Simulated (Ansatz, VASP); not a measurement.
# SiC: VASP beside Ansatz

The input INCAR:

```
ALGO = Normal
EDIFF = 1E-7
ENCUT = 520
GGA = PE
ISIF = 2
ISMEAR = 0
LASPH = T
LCHARG = T
LELF = T
LREAL = F
LVHAR = T
LWAVE = F
NBANDS = 11
NELM = 100
PREC = Accurate
SIGMA = 0.05
```

Contents of KPOINTS:

```
k-points
0
Gamma
  10 10 10
```

The input POSCAR:

```
SiC
1.0
    0.0000000000      2.2446106974      2.1351174926
    2.2446106974      0.0000000000      2.1351174926
    2.2446106974      2.2446106974      0.0000000000
Si C
1 1
Direct
    0.0000000000      0.0000000000      0.0000000000
    0.7500000000      0.7500000000      0.7500000000
```

Input for Ansatz:

```yaml
crystal:
  lattice:
    - [0.0, 2.2446106974, 2.1351174926]
    - [2.2446106974, 0.0, 2.1351174926]
    - [2.2446106974, 2.2446106974, 0.0]
  atoms:
    - { symbol: Si, position: [0.0, 0.0, 0.0] }
    - { symbol: C, position: [0.75, 0.75, 0.75] }
basis:
  ecutwfc: 420
kpoints:
  mp_grid: { grid: [10, 10, 10] }
hamiltonian:
  xc: pbe
scf:
  occupations: { method: gaussian, width: 0.05 }
output:
  forces: true
  stress: true
  eigenvalues: true
```

Change from the starting cell: strain +0.025 along x and y, -0.025 along z, atoms carried along.

Alike in both runs: task single point; functional PBE; k mesh 10 × 10 × 10; occupations gaussian, width 0.05 eV; no spin polarisation.

|  | VASP | Ansatz |
| --- | --- | --- |
| version | VASP 6.6.1 | Ansatz 0.2.0 |
| potentials or method | VASP PAW PBE potentials, release 64 (Si, C) | scalar-relativistic, plane waves, PAW |
| plane-wave cutoff (eV) | 520 | 420 |
| valence electrons in the cell | 8 | 8 |

VASP gave:

- gap on the k mesh at the Fermi level (eV): 0.90
- least direct gap on the mesh (eV): 4.44
- pressure (GPa): -5.1
- largest component of the traceless stress (GPa): 7.69

Which values does Ansatz return?

gap on the k mesh at the Fermi level (eV): 0.91; least direct gap on the mesh (eV): 4.44; pressure (GPa): -5.0; largest component of the traceless stress (GPa): 7.67.

A k mesh can miss the band edges.
